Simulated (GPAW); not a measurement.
Input of a GPAW 26.7.0 run:

The input run.py:

```python
from ase import Atoms
from ase.filters import FrechetCellFilter
from ase.io import write
from ase.optimize import BFGS
from gpaw import GPAW, PW, setup_paths

setup_paths.insert(0, '.')

atoms = Atoms(['Ti', 'Ti', 'Ti', 'Al'],
              cell=[[0.0, 3.231781, 3.231781],
                    [3.231781, 0.0, 3.231781],
                    [3.231781, 3.231781, 0.0]],
              scaled_positions=[[0.0, 0.0, 0.0],
                                [0.25, 0.25, 0.25],
                                [0.75, 0.75, 0.75],
                                [0.5, 0.5, 0.5]],
              pbc=True)

calc = GPAW(mode=PW(600),
            xc='PBEsol',
            kpts={'size': (7, 7, 7), 'gamma': True},
            occupations={'name': 'fermi-dirac', 'width': 0.05},
            nbands=37,
            convergence={'density': 1e-05, 'forces': 0.0001},
            maxiter=150,
            txt='gpaw.txt')
atoms.calc = calc
opt = BFGS(FrechetCellFilter(atoms), trajectory='relax.traj', logfile='-')
done = opt.run(fmax=0.02, steps=60)
calc.write('gs.gpw')
write('result.traj', atoms)
print('Converged:', done)
print('Cell:', atoms.cell.cellpar().round(4))
print('Volume:', round(atoms.get_volume(), 4))
print(atoms.get_scaled_positions().round(5))
```

Potentials or basis: PAW data sets generated in the run's folder for this functional, pw.

Launch:

```sh
$ gpaw-setup -f PBEsol Al Ti
$ OMP_NUM_THREADS=1 python run.py
```

Problem. Predict the relaxed volume.

Solution. 16.13 Å³/atom.

Problem. Predict the space group after relaxing (to 0.05 Å).

Solution. Fm-3m (No. 225).

Problem. Estimate the relaxed cell.

Solution. a = 4.502 Å, b = 4.502 Å, c = 4.502 Å, α = 60.00°, β = 60.00°, γ = 60.00°.

Problem. Estimate the band gap on the k mesh.

Solution. None (metal or under the smearing width).

Final structure:
```
Ti Al
1.0
     0.00000    3.18345    3.18345
     3.18345    0.00000    3.18345
     3.18345    3.18345    0.00000
Ti Al
3 1
Cartesian
  0.0000 0.0000 0.0000
  1.5917 1.5917 1.5917
  4.7752 4.7752 4.7752
  3.1834 3.1834 3.1834
```

Caveat: later steps reuse the first step's grids.
